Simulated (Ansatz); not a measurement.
TePb:

```
CELL_PARAMETERS angstrom
0.00000 3.23100 3.23100
3.23100 0.00000 3.23100
3.23100 3.23100 0.00000
ATOMIC_POSITIONS crystal
Pb 0.00000 0.00000 0.00000
Te 0.50000 0.50000 0.50000
```

Base run:

| Item | Value |
| --- | --- |
| Program | Ansatz 0.2.0 |
| Functional | revPBE |
| Potentials or basis | Ansatz PAW |
| Cutoff | 420 eV (not typed: the program's choice for these potentials) |
| k mesh | 7 × 7 × 7 |
| Occupations | fermi-dirac, width 0.05 eV |
| Spin | no spin polarisation |

Its results: pressure 3.2 GPa.

After a change of settings the same cell gave: pressure 5.3 GPa. Which change was it?
A. functional from revPBE to RPBE
B. functional from revPBE to r2SCAN; cutoff from 420 eV (not typed: the program's choice for these potentials) to 500 eV (not typed: the program's choice for these potentials)
C. functional from revPBE to BLYP
D. functional from revPBE to PBEsol0; k mesh from 7 × 7 × 7 to 4 × 4 × 4

C.

Caveats: the PAW data sets come from PBE, with cores solved anew for the run's functional, which leaves a small shift of forces and pressure.
